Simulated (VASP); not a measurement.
# Ta (Im-3m) in VASP: a series of runs

One crystal, Ta, is run at these levels: PBE; tasks: single point.

Program: VASP 6.6.1. These are calculated values, not measurements. Logs are shortened: lines on timing, memory, paths and dates and some standing lists are left out, and cuts for length are marked.

## Step 1: The structure

Symmetry: Im-3m, No. 229, cubic system. Conventional cell: a = 3.303 Å, b = 3.303 Å, c = 3.303 Å, α = 90.00°, β = 90.00°, γ = 90.00°. Around Ta (site symmetry m-3m) lie 8 Ta at 2.86 Å.

## Step 2: Single point, PBE

Input file INCAR:

```
PREC     = Accurate       # precision mode
ENCUT    = 520            # plane-wave cutoff, eV
EDIFF    = 1E-7           # SCF threshold, eV
ISMEAR   = 0              # smearing method
SIGMA    = 0.1            # smearing width, eV
LREAL    = F              # projectors in reciprocal space
LASPH    = T              # aspherical terms in the spheres
NELM     = 80             # most SCF steps
ALGO     = Fast           # electronic algorithm
ISIF     = 2              # what is computed and relaxed
LWAVE    = F              # write WAVECAR
LCHARG   = F              # write CHGCAR
GGA      = PE             # functional
NBANDS   = 12             # bands
```

Input file KPOINTS:

```
regular mesh
0
Gamma
  14 14 14
```

Input file POSCAR:

```
Ta
1.0
   -1.6512800000      1.6512800000      1.6512800000
    1.6512800000     -1.6512800000      1.6512800000
    1.6512800000      1.6512800000     -1.6512800000
Ta
1
Direct
    0.0000000000      0.0000000000      0.0000000000
```

Potentials or basis: VASP PAW PBE potentials, release 64 (Ta_pv).

Command:

```
cat potpaw_PBE.64/Ta_pv/POTCAR > POTCAR
mpirun -np 1 vasp_std > vasp.out
```

OUTCAR:

```text
PREC = Accurate
   ENCUT = 520
   EDIFF = 1E-7
   ISMEAR = 0
   LREAL = F
   LASPH = T
   NELM = 80
   ISIF = 2
   GGA = PE

 ion  position               nearest neighbor table
   1  0.000  0.000  0.000-

  LATTYP: Found a body centered cubic cell.
 ALAT       =     3.3025600000

  Lattice vectors:

 A1 = (  -1.6512800000,   1.6512800000,   1.6512800000)
 A2 = (   1.6512800000,  -1.6512800000,   1.6512800000)
 A3 = (   1.6512800000,   1.6512800000,  -1.6512800000)

Analysis of symmetry for initial positions (statically):
=====================================================================
 Subroutine PRICEL returns:
 Original cell was already a primitive cell.

 Routine SETGRP: Setting up the symmetry group for a
 body centered cubic supercell.

 Subroutine GETGRP returns: Found 48 space group operations
 (whereof 48 operations were pure point group operations)
 out of a pool of 48 trial point group operations.

The static configuration has the point symmetry O_h .

Analysis of symmetry for dynamics (positions and initial velocities):
=====================================================================
 Subroutine PRICEL returns:
 Original cell was already a primitive cell.

 Routine SETGRP: Setting up the symmetry group for a
 body centered cubic supercell.

 Subroutine GETGRP returns: Found 48 space group operations
 (whereof 48 operations were pure point group operations)
 out of a pool of 48 trial point group operations.

The dynamic configuration has the point symmetry O_h .

 Subroutine INISYM returns: Found 48 space group operations
 (whereof 48 operations are pure point group operations),
 and found     1 'primitive' translations

----------------------------------------------------------------------------------------

                                     Primitive cell

  volume of cell :      18.0104

  direct lattice vectors                    reciprocal lattice vectors
    -1.651280000  1.651280000  1.651280000     0.000000000  0.302795407  0.302795407
     1.651280000 -1.651280000  1.651280000     0.302795407  0.000000000  0.302795407
     1.651280000  1.651280000 -1.651280000     0.302795407  0.302795407  0.000000000

  length of vectors
     2.860100858  2.860100858  2.860100858     0.428217371  0.428217371  0.428217371

  position of ions in fractional coordinates (direct lattice)
     0.000000000  0.000000000  0.000000000

  ion indices of the primitive-cell ions
   primitive index   ion index
                 1           1

----------------------------------------------------------------------------------------

 KPOINTS: regular mesh

Automatic generation of k-mesh.
 Grid dimensions read from file:
 generate k-points for:   14   14   14

 Generating k-lattice:

  Cartesian coordinates                     Fractional coordinates (reciprocal lattice)
     0.000000000  0.021628243  0.021628243     0.071428571  0.000000000  0.000000000
     0.021628243  0.000000000  0.021628243     0.000000000  0.071428571  0.000000000
     0.021628243  0.021628243  0.000000000     0.000000000  0.000000000  0.071428571

  Length of vectors
     0.030586955  0.030586955  0.030586955

  Shift w.r.t. Gamma in fractional coordinates (k-lattice)
     0.000000000  0.000000000  0.000000000

 Subroutine IBZKPT returns following result:
 ===========================================

 Found    104 irreducible k-points:

 Following reciprocal coordinates:
            Coordinates               Weight
  0.000000  0.000000  0.000000      1.000000
  0.071429  0.000000  0.000000     12.000000
  0.142857  0.000000  0.000000     12.000000
  0.214286  0.000000  0.000000     12.000000
  0.285714  0.000000  0.000000     12.000000
  0.357143  0.000000  0.000000     12.000000
[... 16 lines left out ...]
  0.285714  0.285714  0.000000     24.000000
  0.357143  0.285714  0.000000     24.000000
 [... further k-points ...]
   k-points           NKPTS =    104   k-points in BZ     NKDIM =    104   number of bands    NBANDS=     12
   number of dos      NEDOS =    301   number of ions     NIONS =      1
   total plane-waves  NPLWV =  13824
   dimension x,y,z NGX =    24 NGY =   24 NGZ =   24
   dimension x,y,z NGXF=    48 NGYF=   48 NGZF=   48
   ions per type =               1
   NGX,Y,Z   is equivalent  to a cutoff of  13.95, 13.95, 13.95 a.u.
   NGXF,Y,Z  is equivalent  to a cutoff of  27.90, 27.90, 27.90 a.u.
 SYSTEM =  unknown system
   PREC   = accura    normal or accurate (medium, high low for compatibility)
   ISTART =      0    job   : 0-new  1-cont  2-samecut
   ICHARG =      2    charge: 1-file 2-atom 10-const
   ISPIN  =      1    spin polarized calculation?
   LNONCOLLINEAR =      F non collinear calculations
   LSORBIT =      F    spin-orbit coupling
   LASPH  =      T    aspherical Exc in radial PAW
   ENCUT  =  520.0 eV  38.22 Ry    6.18 a.u.   5.32  5.32  5.32*2*pi/ulx,y,z
   NELM   =     80;   NELMIN=  2; NELMDL= -5     # of ELM steps
   EDIFF  = 0.1E-06   stopping-criterion for ELM
   LREAL  =      F    real-space projection
   EDIFFG = 0.1E-05   stopping-criterion for IOM
   NSW    =      0    number of steps for IOM
   IBRION =     -1    ionic relax: 0-MD 1-quasi-New 2-CG
   NFREE  =      0    steps in history (QN), initial steepest desc. (CG)
   ISIF   =      2    stress and relaxation
   ISYM   =      2    0-nonsym 1-usesym 2-fastsym
   POTIM  = 0.5000    time-step for ionic-motion
   TEBEG  =    0.0;   TEEND  =   0.0 temperature during run
   PSTRESS=    0.0 pullay stress
   NELECT =      11.0000    total number of electrons
   NUPDOWN=      -1.0000    fix difference up-down
   EMIN   =  10.00;   EMAX   =-10.00  energy-range for DOS
   EFERMI =   0.00;   METHOD = LEGACY
   ISMEAR =     0;   SIGMA  =   0.10  broadening in eV -4-tet -1-fermi 0-gaus
   EFERMI_NEDOS =   21; number of points for ismear=-14 and -15
   IALGO  =     68    algorithm
   IMIX   =      4    mixing-type and parameters
     AMIX     =   0.40;   BMIX     =  1.00
     AMIX_MAG =   1.60;   BMIX_MAG =  1.00
  volume/ion in A,a.u.               =      18.01       121.54
  Fermi-wavevector in a.u.,A,eV,Ry     =   1.388988  2.624806 26.249534  1.929286
  Thomas-Fermi vector in A             =   2.513061
   LORBIT       =      0    0 simple, 1 ext, 2 COOP (PROOUT), +10 PAW based schemes
   GGA     = PE    functional components
   LHFCALC =     F    Hartree Fock is set to
   AEXX    =    0.0000 exact exchange contribution
   IVDW    =     0    specifies the selected vdW correction
   LEPSILON=     F    determine dielectric tensor
   LRPA    =     F    only Hartree local field effects (RPA)
 non-spin polarized calculation
 RMM-DIIS sequential band-by-band and
 Gauss-broadening in eV      SIGMA  =   0.10
  energy-cutoff  :      520.00
  volume of cell :       18.01
 maximum number of plane-waves:       496
 NGX is ok and might be reduce to    24
   NGX = 11   NGY = 11   NGZ = 11

 number of electron      11.0000002 magnetization

 Free energy of the ion-electron system (eV)
  ---------------------------------------------------
  ext. energy  EPLUGINS =         0.00000000
  ---------------------------------------------------
  free energy    TOTEN  =       -11.81894006 eV

  energy without entropy =      -11.81437776  energy(sigma->0) =      -11.81665891

 E-fermi :   5.4773     XC(G=0): -12.6188

 val. band max:        5.4465452992   @ k =  -0.3571   0.4286   0.1429
 cond. band min:       5.5023198798   @ k =   0.0714   0.0714   0.0714
 fundamental gap:      0.0557745806
 Fermi energy:         5.4773490114

 k-point     1 :       0.0000    0.0000    0.0000
  band No.  band energies     occupation
      1     -27.5867      2.00000
      2     -27.5867      2.00000
      3     -27.5867      2.00000
      4      -2.4296      2.00000
      5       6.2205      0.00000
      6       6.2205      0.00000
      7       6.2205      0.00000
      8       9.4942      0.00000
      9       9.4942      0.00000
     10      20.4983      0.00000
     11      20.4983      0.00000
     12      20.4983      0.00000

 k-point     2 :       0.0714    0.0000    0.0000
  band No.  band energies     occupation
      1     -27.6499      2.00000
      2     -27.6061      2.00000
      3     -27.5870      2.00000
      4      -2.2020      2.00000
      5       6.0728      0.00000
      6       6.1753      0.00000
      7       6.4437      0.00000
      8       9.2605      0.00000
      9       9.4948      0.00000
     10      20.7014      0.00000
     11      20.8974      0.00000
     12      21.0906      0.00000

 k-point     3 :       0.1429    0.0000    0.0000
  band No.  band energies     occupation
      1     -27.8239      2.00000
      2     -27.6602      2.00000
      3     -27.5880      2.00000
      4      -1.5587      2.00000
      5       5.6866      0.00308
      6       5.9664      0.00000
      7       7.1024      0.00000
      8       8.8828      0.00000
      9       9.5168      0.00000
     10      21.1284      0.00000
     11      22.0319      0.00000
     12      22.3761      0.00000
[... 286 lines left out ...]
 k-point    23 :       0.2857    0.2857    0.0000
  band No.  band energies     occupation
      1     -28.5326      2.00000
      2     -28.2210      2.00000
      3     -27.7275      2.00000
      4       2.7897      2.00000
      5       4.0864      2.00000
      6       4.9156      2.00000
      7       9.4817      0.00000
      8      10.2633      0.00000
      9      15.2021      0.00000
     10      15.4642      0.00000
     11      19.3347      0.00000
     12      22.1497      0.00000

 k-point    24 :       0.3571    0.2857    0.0000
  band No.  band energies     occupation
      1     -28.4877      2.00000
      2     -28.3084      2.00000
      3     -27.7337      2.00000
      4       2.9312      2.00000
      5       4.2307      2.00000
      6       4.7818      2.00000
      7       9.7133      0.00000
      8      10.2871      0.00000
      9      14.4352      0.00000
     10      16.5781      0.00000
     11      18.3690      0.00000
     12      20.1894      0.00000

 [... further k-points ...]
[... 5 lines left out ...]
  --------------------------------------------------------------------------------------
  -------------------------------------------------------------------------------------
  Total        0.3525975      0.3525975      0.3525975     -0.0000000     -0.0000000      0.0000000
  in kB       31.3666147     31.3666147     31.3666147     -0.0000000     -0.0000000      0.0000000
  external PRESSURE =      31.3666147 kB  Pullay stress =       0.0000000 kB

 VOLUME and BASIS-vectors are now :
 -----------------------------------------------------------------------------
  energy-cutoff  :      520.00
  volume of cell :       18.01
      direct lattice vectors                 reciprocal lattice vectors
    -1.651280000  1.651280000  1.651280000     0.000000000  0.302795407  0.302795407
     1.651280000 -1.651280000  1.651280000     0.302795407  0.000000000  0.302795407
     1.651280000  1.651280000 -1.651280000     0.302795407  0.302795407  0.000000000

 POSITION                                       TOTAL-FORCE (eV/Angst)
 -----------------------------------------------------------------------------------
      0.00000      0.00000      0.00000        -0.000000      0.000000      0.000000
 -----------------------------------------------------------------------------------
    total drift:                               -0.000000     -0.000000      0.000000

  FREE ENERGIE OF THE ION-ELECTRON SYSTEM (eV)
  ---------------------------------------------------
  free  energy   TOTEN  =       -11.8189400618 eV

  energy  without entropy=      -11.8143777639  energy(sigma->0) =      -11.81665891
```

Wall time 13 s (1 thread of Intel Xeon Platinum 8559C (Emerald Rapids), shared host); peak memory 0.14 GiB.

Results:

- Free energy: -11.8189 eV
- Pressure: 3.1 GPa
- Band gap on the k mesh: none (metal or under the smearing width)

Levels at points of the mesh, in eV from the Fermi level:
| k point | band 2 | band 3 | band 4 | band 5 | band 6 | band 7 | band 8 | band 9 |
| --- | --- | --- | --- | --- | --- | --- | --- | --- |
| (0.00, 0.00, 0.00) | -33.06 | -33.06 | -7.91 | 0.74 | 0.74 | 0.74 | 4.02 | 4.02 |
| (0.50, 0.00, 0.00) | -33.44 | -33.07 | -4.37 | -1.53 | 1.60 | 3.90 | 4.93 | 7.81 |
| (0.50, 0.50, 0.50) | -33.88 | -33.88 | -3.79 | -3.79 | 6.84 | 6.84 | 6.84 | 8.67 |

[end of part 1 of 2]
